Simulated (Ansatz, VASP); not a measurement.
## GaAs: VASP beside Ansatz

```
Ga As
1.0
     0.00000    2.87509    2.87509
     2.87509    0.00000    2.87509
     2.87509    2.87509    0.00000
Ga As
1 1
Direct
  0.00000 0.00000 0.00000
  0.25000 0.25000 0.25000
```

The cell is a database's computed one.

Alike in both runs: task single point; functional PBE; k mesh 6 × 6 × 6; occupations gaussian, width 0.1 eV; no spin polarisation.

|  | VASP | Ansatz |
| --- | --- | --- |
| version | VASP 6.6.1 | Ansatz 0.2.0 |
| potentials or method | VASP PAW PBE potentials, release 64 (Ga_d, As) | scalar-relativistic, plane waves, PAW |
| plane-wave cutoff (eV) | 520 | 420 |
| valence electrons in the cell | 18 | 28 |

```csv
,VASP,Ansatz,Ansatz less VASP
gap on the k mesh at the Fermi level (eV),0.14,0.14,-0.003
least direct gap on the mesh (eV),0.14,0.14,-0.003
pressure (GPa),0.0,-0.1,-0.17
```

The two sets of potentials don't hold the same shells in valence.
